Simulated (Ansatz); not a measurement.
## Pressure coefficients of CsBr

```xyz
2
Lattice="4.3256 0.0000 0.0000 0.0000 4.3256 0.0000 0.0000 0.0000 4.3256" Properties=species:S:1:pos:R:3 pbc="T T T"
Cs    0.0000    0.0000    0.0000
Br    2.1628    2.1628    2.1628
```

Structure from Materials Project entry mp-22906 (possibly hypothetical), not relaxed further.

Spin–orbit coupling is left out, though it moves levels of the heavy atoms by tenths of an eV or more.

These are results of DFT, PBE, all-electron LAPW, scalar-relativistic in Ansatz 0.2.0, not measurements.

Sampling and basis: a Γ-centred 6×6×6 k mesh, Fermi–Dirac smearing of 0.02 eV, basis error target 0.25 meV/atom, no spin polarisation.

The cell is scaled evenly with fractional coordinates held. Semilocal gaps are too small, but their slopes carry over better.

| V/V(cell) | P (GPa) | gap on the k mesh (eV) |
| --- | --- | --- |
| 0.9405 | 1.69 | 4.658 |
| 0.9700 | 1.10 | 4.540 |
| 1.0000 | 0.60 | 4.422 |
| 1.0300 | 0.19 | 4.308 |

**Question.** From the rows at 0.9700 and 1.0300, what is the bulk modulus at the cell's volume?

**Answer.** B = −ΔP/Δln V = −[(0.19) − (1.10)]/0.06002 = 15.2 GPa. This is the modulus at 0.60 GPa, not at zero pressure.

**Question.** What are the gap's volume deformation potential and pressure coefficient?

**Answer.** dEg/dln V = (4.308 − 4.540)/0.06002 = -3.87 eV, and dEg/dP = −(dEg/dln V)/B = 255 meV/GPa: pressure widens the gap.

**Question.** Predict the row at V/V(cell) = 1.0600. How far is a linear estimate of P off?

**Answer.** P = -0.17 GPa, gap 4.203 eV. The linear estimate P(cell) − B ln(V/V(cell)) = -0.29 GPa misses by 0.12 GPa, since the modulus falls on expansion.
